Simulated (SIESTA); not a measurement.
Er:

```
Er
1.0
     3.55880    0.00000    0.00000
    -1.77940    3.08201    0.00000
     0.00000    0.00000    5.58740
Er
2
Direct
  0.67006 0.34410 0.75289
  0.33520 0.66240 0.25274
```

The cell isn't the ideal one: atoms moved at random, drawn with an rms of 0.05 Å.

Base run:

```yaml
Program: SIESTA 5.4.2
Functional: PBE
Potentials_or_basis: PseudoDojo 3+ lanthanides (4f in the core) (PBE files)
Basis: DZP (energy shift 0.003 Ry; two zetas on semicore shells)
Grid_cutoff: 800 Ry
Energy_shift: 0.003 Ry
k_mesh: 9 × 9 × 5
Occupations: fermi-dirac, width 0.05 eV
Spin: collinear spin, ferromagnetic start
Starting_moments: "[3.0, 3.0] μB"
```

Its results: band gap on the k mesh none (metal or under the smearing width); pressure -0.2 GPa; net moment 0.00 μB per cell; largest force 0.075 eV/Å.

The run is repeated on the same cell with these changes: functional from PBE to PBEsol. What comes out?

Band gap on the k mesh none (metal or under the smearing width); pressure -2.5 GPa; net moment 0.00 μB per cell; largest force 0.075 eV/Å.

PBEsol binds more tightly than PBE, so the same cell stands under less pressure.

Caveats: the magnetic or orbital state may not be the lowest; short orbitals over semicore shells can move pressures by several GPa; spin-orbit coupling is left out, which moves the levels of the heavy elements; the 4f electrons are frozen in the core as for a trivalent ion, so they carry no moment and show no levels; the basis of atomic orbitals isn't converged, which shifts pressures, moduli and gaps; the potentials were made for another functional, which shifts forces and pressure (some runs).
